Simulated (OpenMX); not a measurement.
Crystal: CdO (Monteponite).

```
Cd O
1.0
     0.00000    2.34950    2.34950
     2.34950    0.00000    2.34950
     2.34950    2.34950    0.00000
Cd O
1 1
Direct
  0.00000 0.00000 0.00000
  0.50000 0.50000 0.50000
```

Base run:

```yaml
Program: OpenMX 3.8.5
Functional: PBE
Potentials_or_basis: OpenMX 2013 PBE set, Cd7.0-s3p2d2f1, O6.0-s3p2d2, grid cutoff 500 Ry
k_mesh: 11 × 11 × 11
Occupations: fermi-dirac, width 0.05 eV
Spin: no spin polarisation
```

Its results: pressure 6.7 GPa.

Problem. The run is repeated on the same cell with these changes: potentials or basis from OpenMX 2013 PBE set, Cd7.0-s3p2d2f1, O6.0-s3p2d2, grid cutoff 500 Ry to OpenMX 2013 PBE set, Cd7.0-s3p2d1, O6.0-s2p2, grid cutoff 500 Ry. What comes out?

Solution. Pressure 8.7 GPa.

Caveats: the basis of atomic orbitals isn't converged, which shifts pressures, moduli and gaps.
